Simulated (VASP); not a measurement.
Here is a VASP 6.6.1 calculation.

Contents of POSCAR:

```
Bi
1.0
    3.5258838465      0.0000000000      0.0000000000
   -1.7629419233      3.0535049819      0.0000000000
    0.0000000000      0.0000000000      5.7908180622
Bi
2
Direct
    0.3333333333      0.6666666667      0.7500000000
    0.6666666667      0.3333333333      0.2500000000
```

INCAR.step1

```
PREC = Accurate
ENCUT = 520
ISMEAR = -5
SIGMA = 0.05
LREAL = F
LASPH = T
NELM = 100
GGA = PE
ALGO = Normal
EDIFF = 1E-4
LWAVE = T
LCHARG = F
```

File INCAR.step2:

```
PREC = Accurate
ENCUT = 520
EDIFF = 1E-6
ISMEAR = 0
SIGMA = 0.05
LREAL = F
LASPH = T
NELM = 100
ALGO = Normal
ISIF = 2
LWAVE = F
LCHARG = F
METAGGA = R2SCAN
LMIXTAU = T
LORBIT = 11
ISTART = 1
```

File KPOINTS:

```
regular mesh
0
Gamma
  14 14 8
```

Potentials or basis: VASP PAW PBE potentials, release 64 (Bi_d).

The run is started by

```console
$ cat potpaw_PBE.64/Bi_d/POTCAR > POTCAR
$ cp INCAR.step1 INCAR
$ mpirun -np 1 vasp_std > vasp.out
$ cp INCAR.step2 INCAR
$ mpirun -np 1 vasp_std > vasp.out
```

(1) Predict the pressure.

(2) What does it give for the band gap on the k mesh?

Results:

(1) 0.0 GPa.

(2) none (metal or under the smearing width).

Caveat: the PAW data sets were made with another functional, which shifts forces and pressure a little; spin-orbit coupling is left out, which moves the levels of the heavy elements.
